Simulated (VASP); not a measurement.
# ZnAu: convergence, vacuum levels of a slab or layer

ZnAu, slab, 8 atoms in the cell. PBEsol; PAW potentials Au, Zn (PBE set). VASP 6.6.1.

Wanted: face levels within 0.04 eV; energy within 2 meV/atom; forces within 0.02 eV/Å.

Crystal: ZnAu, Pm-3m; Face: (1 1 1); Atomic planes: 8; Dipole correction: yes.

Face levels: vacuum level at each face, counted from the Fermi level.

POSCAR of the starting run:
```
ZnAu
1.0
    4.4229855099      0.0000000000      0.0000000000
   -2.2114927550      3.8304178122      0.0000000000
    0.0000000000      0.0000000000     21.3198669553
Au Zn
4 4
Direct
    0.5000000000      0.2500000000      0.3941318280
    0.1666666667      0.5833333333      0.4788263656
    0.8333333333      0.9166666667      0.5635209032
    0.5000000000      0.2500000000      0.6482154408
    0.1666666667      0.5833333333      0.3517845592
    0.8333333333      0.9166666667      0.4364790968
    0.5000000000      0.2500000000      0.5211736344
    0.1666666667      0.5833333333      0.6058681720
```

The series start from vacuum (Å): 15; correction: LDIPOL, IDIPOL 3, DIPOL, AMIN 0.01; k spacing (1/Å): 0.3; Cutoff ENCUT (eV): 360; SCF threshold EDIFF (eV): 1e-6; PREC: Accurate; LREAL: .FALSE.; ALGO: Normal. Each series keeps the choices made before it, and each single choice may use up half of a tolerance.

## Vacuum (Å)

| Vacuum (Å) | Face levels, largest deviation (eV) | Energy less reference (meV/atom) | Forces, largest deviation (eV/Å) | SCF iterations | Time (s) |
|---|---|---|---|---|---|
| 6 | 0.158 | 2.8 | 0.086 | 16 | 20 |
| 8 | 0.025 | 0.8 | 0.011 | 16 | 24 |
| 10 | 0.001 | 0.5 | 0.001 | 24 | 41 |
| 12 | 0.006 | 0.4 | 0.004 | 26 | 47 |
| 15 | 0.002 | 0.2 | 0.003 | 22 | 61 |
| 20 | 0.004 | 0.1 | 0.002 | 22 | 61 |
| 25 (reference) | 0.000 | 0.0 | 0.000 | 28 | 93 |

Chosen: 10, the loosest value from which every tighter one stays within half of the tolerance.

## Correction

| Correction | Face levels, largest deviation (eV) | Energy less reference (meV/atom) | Forces, largest deviation (eV/Å) | SCF iterations | Time (s) |
|---|---|---|---|---|---|
| LDIPOL, IDIPOL 3, DIPOL, AMIN 0.01 | 0.000 | 0.0 | 0.000 | 24 | 41 |
| LDIPOL, default AMIN | 0.002 | 0.0 | 0.000 | 21 | 38 |
| LDIPOL, no DIPOL | no result | no result | no result | 150 | 298 |
| IDIPOL 3 alone (energy only) | 0.156 | 0.1 | 0.003 | 20 | 34 |
| kernel truncation, coarsened | 0.126 | -0.6 | 0.001 | 21 | 43 |
| kernel truncation, full padding | 0.011 | -0.4 | 0.000 | 21 | 45 |

Chosen: LDIPOL, IDIPOL 3, DIPOL, AMIN 0.01; no other choice that stays within half of the tolerance saves 30 % of the time.

## k spacing (1/Å)

| k spacing (1/Å) | Face levels, largest deviation (eV) | Energy less reference (meV/atom) | Forces, largest deviation (eV/Å) | SCF iterations | Time (s) |
|---|---|---|---|---|---|
| 0.6 | 0.014 | 38.7 | 0.320 | 17 | 13 |
| 0.45 | 0.458 | -27.0 | 0.145 | 23 | 26 |
| 0.3 | 0.053 | 12.9 | 0.112 | 24 | 41 |
| 0.22 | 0.018 | -2.1 | 0.066 | 22 | 49 |
| 0.16 (reference) | 0.000 | 0.0 | 0.000 | 22 | 60 |

Chosen: 0.16; the next looser run is off by more than half of the tolerance, so convergence isn't shown beyond this value.

## Cutoff ENCUT (eV)

| Cutoff ENCUT (eV) | Face levels, largest deviation (eV) | Energy less reference (meV/atom) | Forces, largest deviation (eV/Å) | SCF iterations | Time (s) |
|---|---|---|---|---|---|
| 220 | 0.006 | 79.2 | 0.045 | 21 | 27 |
| 280 | 0.006 | -4.5 | 0.003 | 22 | 33 |
| 320 | 0.006 | -1.6 | 0.008 | 22 | 51 |
| 360 | 0.005 | 0.9 | 0.001 | 22 | 60 |
| 410 | 0.003 | 0.6 | 0.001 | 22 | 81 |
| 500 (reference) | 0.000 | 0.0 | 0.000 | 22 | 89 |

Chosen: 360.

## SCF threshold EDIFF (eV)

| SCF threshold EDIFF (eV) | Face levels, largest deviation (eV) | Energy less reference (meV/atom) | Forces, largest deviation (eV/Å) | SCF iterations | Time (s) |
|---|---|---|---|---|---|
| 0.001 | 0.003 | 0.0 | 0.014 | 10 | 29 |
| 0.0001 | 0.017 | 0.0 | 0.004 | 12 | 34 |
| 1e-5 | 0.022 | 0.0 | 0.002 | 13 | 38 |
| 1e-6 | 0.000 | 0.0 | 0.000 | 22 | 60 |
| 1e-7 (reference) | 0.000 | 0.0 | 0.000 | 24 | 64 |

Chosen: 1e-6.

## PREC

| PREC | Face levels, largest deviation (eV) | Energy less reference (meV/atom) | Forces, largest deviation (eV/Å) | SCF iterations | Time (s) |
|---|---|---|---|---|---|
| Accurate | 0.000 | 0.0 | 0.000 | 22 | 60 |
| Normal | 0.004 | 0.0 | 0.021 | 22 | 35 |

Chosen: Accurate.

## LREAL

| LREAL | Face levels, largest deviation (eV) | Energy less reference (meV/atom) | Forces, largest deviation (eV/Å) | SCF iterations | Time (s) |
|---|---|---|---|---|---|
| .FALSE. | 0.000 | 0.0 | 0.000 | 22 | 60 |
| Auto | 0.000 | -0.5 | 0.001 | 22 | 74 |

Chosen: .FALSE..

## ALGO

| ALGO | Face levels, largest deviation (eV) | Energy less reference (meV/atom) | Forces, largest deviation (eV/Å) | SCF iterations | Time (s) |
|---|---|---|---|---|---|
| Normal | 0.000 | 0.0 | 0.000 | 22 | 60 |
| Fast | 0.000 | 0.0 | 0.000 | 23 | 61 |
| All | 0.001 | 0.0 | 0.006 | 21 | 57 |

Chosen: Normal.

## All choices together

| Input | Face levels, largest deviation (eV) | Energy less reference (meV/atom) | Forces, largest deviation (eV/Å) | Time (s) |
|---|---|---|---|---|
| starting input without the dipole correction (naive) | 0.213 | 14.0 | 0.113 | 61 |
| chosen settings | 0.005 | 1.3 | 0.002 | 60 |
| reference settings throughout | 0.000 | 0.0 | 0.000 | 326 |

The chosen settings stay within the tolerance of the reference run, but the reference itself isn't shown to be converged in: k spacing (1/Å).

Values of the reference run: Face levels: 4.696, 4.297 eV.

## The input

INCAR:
```
SYSTEM = ZnAu
PREC = Accurate ; ENCUT = 360
EDIFF = 1E-6 ; ISMEAR = 1
SIGMA = 0.1 ; LREAL = .False.
LASPH = .True. ; ALGO = Normal
NELM = 150 ; LWAVE = .False.
LCHARG = .False. ; GGA = PS
KPAR = 4 ; LVHAR = .True.
LVACPOTAV = .True. ; LDIPOL = .True.
IDIPOL = 3 ; DIPOL = 0.5 0.5 0.5
AMIN = 0.01
```

KPOINTS:
```
Automatic mesh
0
Gamma
  11 11 1
  0 0 0
```

POSCAR:
```
ZnAu
1.0
    4.4229855099      0.0000000000      0.0000000000
   -2.2114927550      3.8304178122      0.0000000000
    0.0000000000      0.0000000000     16.3198669553
Au Zn
4 4
Direct
    0.5000000000      0.2500000000      0.3616964619
    0.1666666667      0.5833333333      0.4723392924
    0.8333333333      0.9166666667      0.5829821229
    0.5000000000      0.2500000000      0.6936249533
    0.1666666667      0.5833333333      0.3063750467
    0.8333333333      0.9166666667      0.4170178771
    0.5000000000      0.2500000000      0.5276607076
    0.1666666667      0.5833333333      0.6383035381
```

Commands:
```
cat potpaw_PBE.64/Au/POTCAR potpaw_PBE.64/Zn/POTCAR > POTCAR
mpirun -np 4 vasp_std > vasp.out
```

The chosen input took VASP 6.6.1 60 s on 4 cores (Intel Xeon Platinum 8259CL @ 2.50GHz (Skylake/Cascade Lake)), a shared host.

## An input that fails: centre for the dipole put into the vacuum's far side

The electronic loop stops at its limit of 150 steps.

Changes against the starting input:
```
- DIPOL = 0.5 0.5 0.5
+ DIPOL = 0.5 0.5 0.0
```
